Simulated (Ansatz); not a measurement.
# SnO: the cost of one run

Method: DFT PBE+D3(BJ), scalar-relativistic, plane waves, PAW, in Ansatz 0.2.0.

2 further runs of the same task are left out: 1 that didn't finish, 1 set aside as unsound or not needed.

## Step 1: The system as given

The cell holds 18 atoms (O9Sn9): a = 7.073 Å, b = 7.231 Å, c = 7.179 Å, α = 88.46°, β = 91.36°, γ = 86.08°.

It is the last frame of an earlier stage of the same melt, run at 3600 K.

Its coordinates follow in the input file.

## Step 2: Langevin stage at 2590 K

One k point, a Fermi-Dirac width of 0.223 eV and a fixed cell.

Input file input.yaml:

```yaml
crystal:
  lattice:
    - [7.068323, 0.244929, -0.08656]
    - [0.244929, 7.226276, 0.098557]
    - [-0.08656, 0.098557, 7.177885]
  atoms:
    - { symbol: Sn, position: [0.4292282809, 0.4690178453, 0.9070258371] }
    - { symbol: Sn, position: [0.9872124359, 0.8276838996, 0.8114260714] }
    - { symbol: Sn, position: [0.3313111718, 0.4677158977, 0.348095014] }
    - { symbol: Sn, position: [0.0852053123, 0.9828283354, 0.2903274343] }
    - { symbol: Sn, position: [0.971692783, 0.3814059404, 0.0526375629] }
    - { symbol: Sn, position: [0.6305152215, 0.1086577789, 0.9211115784] }
    - { symbol: Sn, position: [0.7208551725, 0.7137165682, 0.2443428336] }
    - { symbol: Sn, position: [0.4884186601, 0.7883918214, 0.6497678019] }
    - { symbol: Sn, position: [0.8832588869, 0.4583729138, 0.641812184] }
    - { symbol: O, position: [0.8056383645, 0.1670567786, 0.1413478138] }
    - { symbol: O, position: [0.237124601, 0.7785600958, 0.5473778985] }
    - { symbol: O, position: [0.5223637444, 0.5110146819, 0.560827557] }
    - { symbol: O, position: [0.8473631046, 0.4629689341, 0.3940730434] }
    - { symbol: O, position: [0.185585467, 0.2035403947, 0.3788668761] }
    - { symbol: O, position: [0.7797875236, 0.1950139125, 0.7479334387] }
    - { symbol: O, position: [0.8154218688, 0.9089711696, 0.4044310971] }
    - { symbol: O, position: [0.1817404825, 0.5701393337, 0.9021222567] }
    - { symbol: O, position: [0.151612795, 0.844183161, 0.0451858451] }
  symmetry: { detect: false }
basis:
  ecutwfc: 420
  xc_grid: 1
kpoints:
  mp_grid: { grid: [1, 1, 1], shift: [0.25, 0.25, 0.25] }
hamiltonian:
  xc: pbe
  dispersion: d3bj
scf:
  occupations: { method: fermi_dirac, width: 0.2232 }
  lower_state_search: "off"
  convergence: { dr2_threshold: 1.0e-05 }
output:
  forces: true
  stress: true
md:
  timestep: 2.0
  n_steps: 130
  ensemble: nvt_langevin
  friction: 0.005
  temperature: 2590.0
  initial_velocities: maxwell_boltzmann
  seed: 77000
```

Started as:

```
$ ansatz run input.yaml --threads 2 --pin off --max-ram 5120MiB --backend cpu --events-out ev --progress --plain --runs-dir out
```

**Question.** How long does this run take on 2 threads of Intel Xeon at 2.70GHz, shared host, and how much memory does it need?

About 7 min, with a peak of 0.59 GiB.
